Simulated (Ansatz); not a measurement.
**What a trial cell of Cs relaxes into**

These are results of DFT PBE, scalar-relativistic, plane waves, PAW (Ansatz), not measurements. Cutoff 420 eV, Γ-centred k mesh, Gaussian smearing, no spin polarisation in the final step.

Cs was placed on the beta-tin structure type (I4_1/amd, No. 141), at a guessed volume.

```xyz
2
Lattice="-4.8746 4.8746 2.6592 4.8746 -4.8746 2.6592 4.8746 4.8746 -2.6592" Properties=species:S:1:pos:R:3 pbc="T T T"
Cs    0.0000    0.0000    0.0000
Cs    0.0000    4.8746    1.3296
```

Cell and atoms relax at zero pressure; the relaxation can't lower the symmetry of the start.

Energies count from the standard state of Cs at the same level.

Problem. Which crystal results?

Solution. It keeps I4_1/amd (No. 141). The result has the beta-tin structure. Conventional cell: a = 9.680 Å, c = 5.219 Å. Cs is coordinated by 6 Cs at 5.01–5.22 Å.

```cif
data_structure
_symmetry_space_group_name_H-M 'I4_1/amd:1'
_symmetry_Int_Tables_number 141
_cell_length_a 9.6801
_cell_length_b 9.6801
_cell_length_c 5.2195
_cell_angle_alpha 90.000
_cell_angle_beta 90.000
_cell_angle_gamma 90.000
_cell_volume 489.09
loop_
_atom_site_label
_atom_site_type_symbol
_atom_site_symmetry_multiplicity
_atom_site_Wyckoff_symbol
_atom_site_fract_x
_atom_site_fract_y
_atom_site_fract_z
_atom_site_occupancy
Cs1 Cs 4 a 0.00000 0.00000 0.00000 1
```

Problem. What are its volume, energy, density and gap?

Solution. The volume per atom is 122.27 Å³ and the density is 1.80 g/cm³. The energy over the standard structure is 0.06 eV/atom. The gap on the 12×12×12 mesh is 0 eV (a metal).

The final run used a 12×12×12 mesh on its 2-atom cell and 0.10 eV smearing. The k mesh leaves about 4 meV/atom of noise in metals. A structure relaxed within its symmetry needn't be a true minimum. The steps took roughly 80 core-seconds in all.